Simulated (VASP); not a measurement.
## KCl (distorted rocksalt), PBEsol single-point calculation: VASP's output and Ansatz's

POSCAR

```
K  Cl
 1.0000000000000000
    -0.0768000000000000    3.1678000000000002    3.2141999999999999
     3.0160000000000000    0.0100000000000000    3.1274000000000002
     3.0234000000000001    3.0884000000000000    0.0025000000000000
 K   Cl
   1   1
Cartesian
  0.0144797200000000  3.1601525000000001  3.2537199999999999
  2.9691636199999998  3.1693342600000003  3.2978774700000004
```

VASP ran with the recommended PBE PAW datasets (16 valence electrons in the cell).

From OUTCAR

```
k-points           NKPTS =    112   k-points in BZ     NKDIM =    112   number of bands    NBANDS=     15

   NELECT =      16.0000    total number of electrons

   dimension x,y,z NGX =    36 NGY =   32 NGZ =   32
   dimension x,y,z NGXF=    72 NGYF=   64 NGZF=   64

  energy-cutoff  :      520.00
  volume of cell :       60.51
      direct lattice vectors                 reciprocal lattice vectors
    -0.076800000  3.167800000  3.214200000    -0.159613891  0.156130380  0.153429107
     3.016000000  0.010000000  3.127400000     0.163913475 -0.160594962  0.162193167
     3.023400000  3.088400000  0.002500000     0.163186682  0.164167897 -0.157898801

 k-points in reciprocal lattice and weights: KPOINTS created by Atomic Simulation Env
   0.00000000  0.00000000  0.00000000       0.005
   0.16666667  0.00000000  0.00000000       0.009
   0.33333333  0.00000000  0.00000000       0.009
   0.50000000  0.00000000  0.00000000       0.005
   0.00000000  0.16666667  0.00000000       0.009
   0.16666667  0.16666667  0.00000000       0.009
   0.33333333  0.16666667 -0.00000000       0.009
   0.50000000  0.16666667  0.00000000       0.009
   ...

 E-fermi :  -1.2721

 k-point     1 :       0.0000    0.0000    0.0000
  band No.  band energies     occupation
      1     -28.7581      2.00000
      2     -13.9226      2.00000
      3     -12.2886      2.00000
      4     -12.2856      2.00000
      5     -12.2803      2.00000
      6      -1.8461      2.00000
      7      -1.7745      2.00000
      8      -1.7579      2.00000
      9       3.3192      0.00000
     10       6.3198      0.00000
     11       6.5935      0.00000
     12       6.7153      0.00000
     13       7.3790      0.00000
     14       7.5424      0.00000
     15      11.0102      0.00000

 k-point     2 :       0.1667    0.0000    0.0000
  band No.  band energies     occupation
      1     -28.7553      2.00000
      2     -13.9817      2.00000
      3     -12.2904      2.00000
      4     -12.2885      2.00000
      5     -12.2041      2.00000
      6      -2.1704      2.00000
      7      -1.8574      2.00000
      8      -1.8472      2.00000
      9       3.9549      0.00000
     10       6.2359      0.00000
     11       6.9219      0.00000
     12       7.0213      0.00000
     13       7.7644      0.00000
     14       7.9444      0.00000
     15      11.8240      0.00000

 k-point     3 :       0.3333    0.0000    0.0000
  band No.  band energies     occupation
      1     -28.7496      2.00000
      2     -14.0876      2.00000
      3     -12.2963      2.00000
      4     -12.2905      2.00000
      5     -12.0642      2.00000
      6      -2.7061      2.00000
      7      -2.0142      2.00000
      8      -2.0118      2.00000
      9       5.1831      0.00000
     10       6.3562      0.00000
     11       7.8393      0.00000
     12       7.8995      0.00000
     13       8.7399      0.00000
     14       8.9700      0.00000
     15      10.9700      0.00000

 k-point     4 :       0.5000    0.0000    0.0000
  band No.  band energies     occupation
      1     -28.7468      2.00000
      2     -14.1358      2.00000
      3     -12.2995      2.00000
      4     -12.2912      2.00000
      5     -11.9985      2.00000
      6      -2.9368      2.00000
      7      -2.0918      2.00000
      8      -2.0865      2.00000
      9       5.7258      0.00000
     10       6.6935      0.00000
     11       8.6831      0.00000
     12       8.7043      0.00000
     13       9.5894      0.00000
     14       9.8943      0.00000
     15      10.1766      0.00000

 k-point     5 :       0.0000    0.1667    0.0000
  band No.  band energies     occupation
      1     -28.7547      2.00000
      2     -13.9755      2.00000
      3     -12.2942      2.00000
      4     -12.2895      2.00000
      5     -12.2098      2.00000
      6      -2.1228      2.00000
      7      -1.9334      2.00000
      8      -1.8586      2.00000
      9       3.9866      0.00000
     10       6.3676      0.00000
     11       6.6733      0.00000
     12       7.0309      0.00000
     13       7.7853      0.00000
     14       7.9772      0.00000
     15      12.0511      0.00000

 k-point     6 :       0.1667    0.1667    0.0000
  band No.  band energies     occupation
      1     -28.7541      2.00000
      2     -13.9566      2.00000
      3     -12.3092      2.00000
      4     -12.2990      2.00000
      5     -12.2210      2.00000
      6      -2.2253      2.00000
      7      -1.8778      2.00000
      8      -1.8247      2.00000
      9       4.1250      0.00000
     10       5.7898      0.00000
     11       7.1371      0.00000
     12       7.3793      0.00000
     13       7.7327      0.00000
     14       8.1112      0.00000
     15      12.2153      0.00000

 ...

  Total        0.4921922      0.0333092     -0.1069591      0.0705424     -0.0772928      0.0888857
  in kB       13.0316728      0.8819199     -2.8319353      1.8677358     -2.0464667      2.3534087
  external PRESSURE =       3.6938858 kB  Pullay stress =       0.0000000 kB

 POSITION                                       TOTAL-FORCE (eV/Angst)
 -----------------------------------------------------------------------------------
      0.01448      3.16015      3.25372        -0.201798      0.061053      0.089551
      2.96916      3.16933      3.29788         0.201798     -0.061053     -0.089551
 -----------------------------------------------------------------------------------
    total drift:                                0.000148     -0.000003     -0.000009

  FREE ENERGIE OF THE ION-ELECTRON SYSTEM (eV)
  ---------------------------------------------------
  free  energy   TOTEN  =        -7.0000010952 eV

  energy  without entropy=       -7.0000010952  energy(sigma->0) =       -7.00000110
```

The two codes use different PAW datasets and cutoffs. VASP's cell holds 16 valence electrons and Ansatz's 16. Ansatz's stress includes a Pulay correction; VASP's doesn't.

**Question.** What does Ansatz give for the same cell and level of theory?

**Answer.** gap between bands v and c on the k mesh 5.08 eV; least direct gap on the k mesh 5.08 eV; pressure 0.3 GPa; largest force 0.22 eV/Å.

Ansatz printed

```
SCF 1 converged in 6 iterations: F = -2580.718626 eV  dr2 = 1.40e-9
  greatest PAW one-centre occupation: 0.987 electrons in one spin orbital (limit 2), on the K atom at site 0 (counted from 0), in its partial waves of l = 0
SCF converged after 6 iterations
Free energy (F): -2580.718626 eV
Harris-Foulkes:  -2580.718626 eV  (|F-HF|=5.99e-10)
Internal energy: -2580.718626 eV  (E = F + TS)
E sigma→0 (E₀):  -2580.718626 eV
Fermi energy:    3.559748 eV
--- Per-component energies (eV) ---
  E_band       = -128.306904
  E_kinetic    = 415.635722
  E_local      = -824.046844  (includes V_loc(G=0)·N_el)
  E_nonlocal   = 42.447387
  E_hartree    = 275.133289
  E_xc         = -240.095895
  E_vxc        = -285.879901  (∫ρ·V_xc dr)
  E_paw        = -1403.652304  (= ΣΔE_a)
  E_vpaw       = -26.729773  (= ΣTr[D̂ρ^β])
  E_aug_tail   = 0.000090  (compensation charges beyond the density's cutoff)
  E_ewald      = -846.326390
  E_core_change = 0.186317  (= ΣΔE_core)
  E_smearing   = -0.000000  (= −TS)
  E_closure    = 0.000000  (closes the sum)
  Σ components = -2580.718626   (vs F -2580.718626, Δ=0.00e0)
--- Forces (eV/Å), atoms counted from 1 ---
  atom   1  K     -0.19710749     0.05948182     0.08727557
  atom   2  Cl     0.19714483    -0.05948811    -0.08728443
  max |Σ_I F_I| component: 3.73e-5 eV/Å
--- Stress (GPa, compression-positive) ---
        1.229338       0.187722       0.235730
        0.187722       0.041536      -0.206122
        0.235730      -0.206122      -0.320403
  P = ⅓ Tr σ = 0.3168 GPa (3.168 kbar)
--- Band table (eV; the first three rows and the last of 112) ---
  k-point 0: bands = ["-25.9829", "-11.1501", "-9.5159", "-9.5126", "-9.5076", "0.9258", "0.9977", "1.0138", "6.0952", "9.0747", "9.3464", "9.4682"]
  k-point 1: bands = ["-25.9795", "-11.2027", "-9.5204", "-9.5170", "-9.4377", "0.6482", "0.8423", "0.9124", "6.7585", "9.1183", "9.4696", "9.7641"]
  k-point 2: bands = ["-25.9726", "-11.2977", "-9.5280", "-9.5215", "-9.3130", "0.0908", "0.6616", "0.7313", "7.9800", "9.2084", "10.4074", "10.7081"]
  k-point 111: bands = ["-25.9690", "-11.3442", "-9.5346", "-9.5183", "-9.2548", "-0.1495", "0.5838", "0.6485", "8.4571", "9.5679", "11.3991", "11.5708"]
```
